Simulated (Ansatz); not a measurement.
Rh:

```
Rh
1.0
     2.69174    0.00000    0.00000
    -1.34587    2.33112    0.00000
     0.00000    0.00000    8.79807
Rh
4
Direct
  0.66667 0.33333 0.75000
  0.00000 0.00000 0.50000
  0.33333 0.66667 0.25000
  0.00000 0.00000 0.00000
```

This isn't the form of Rh at room conditions, which is fcc.

```yaml
Program: Ansatz 0.2.0
Task: single point
Functional: PBE
Potentials_or_basis: Ansatz PAW
Cutoff: "420 eV (not typed: the program's choice for these potentials)"
k_mesh: 11 × 11 × 3
Occupations: fermi-dirac, width 0.05 eV
Spin: no spin polarisation
```

On this cell: pressure 5.3 GPa; largest force under 0.003 eV/Å; band gap on the k mesh none (metal or under the smearing width).

The same run follows on a disturbed copy (atoms moved at random, drawn with an rms of 0.05 Å):

```
CELL_PARAMETERS angstrom
2.69174 0.00000 0.00000
-1.34587 2.33112 0.00000
0.00000 0.00000 8.79807
ATOMIC_POSITIONS crystal
Rh 0.67596 0.32886 0.74933
Rh 0.01717 0.02914 0.50337
Rh 0.30521 0.64707 0.24877
Rh 0.02681 0.99802 0.00354
```

**Question.** What changes?

**Answer.** The energy (extrapolated to zero smearing) moves by +14.3 meV/atom; pressure 5.8 GPa; largest force 0.674 eV/Å; band gap on the k mesh none (metal or under the smearing width).

Forces on the atoms (eV/Å):
```
Rh  -0.032  0.145  0.427
Rh  -0.038 -0.326 -0.399
Rh   0.371  0.272  0.493
Rh  -0.301 -0.091 -0.521
```

Stress tensor (GPa, compression positive):
```
 5.86 -0.56  0.24
-0.56  6.20 -0.01
 0.24 -0.01  5.45
```
